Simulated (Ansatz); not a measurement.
# Ag: equation of state with revPBE+D3(BJ)

Ag:

```
Ag
1.0
     0.00000    2.04275    2.04275
     2.04275    0.00000    2.04275
     2.04275    2.04275    0.00000
Ag
1
Direct
  0.00000 0.00000 0.00000
```

| Quantity | Value |
| --- | --- |
| Program | Ansatz 0.2.0 |
| Task | equation of state |
| Functional | revPBE |
| Dispersion | D3(BJ) |
| Potentials or basis | all-electron LAPW, relativistic spinors |
| Basis error allowed | 0.0005 eV/atom |
| k mesh | 8 × 8 × 8 |
| Occupations | fermi-dirac, width 0.01 eV |
| Spin | spin-orbit coupling, no magnetisation |

The equilibrium volume is 16.60 Å³/atom and the bulk modulus is 117 GPa. The pressure derivative of the bulk modulus is 6.1 (rough: it moves with the points fitted).

Energy against volume, from the lowest point:
| volume (Å³/atom) | energy (meV/atom) |
| --- | --- |
| 16.025 | 7.60 |
| 16.366 | 0.99 |
| 16.707 | 0.00 |
| 17.048 | 3.91 |
| 17.389 | 12.08 |
| 17.730 | 23.95 |
| 18.071 | 38.83 |

All runs of the series together: 4.2 min on 1 thread of Intel(R) Xeon(R) Platinum 8375C CPU @ 2.90GHz (Ice Lake), on a shared host.
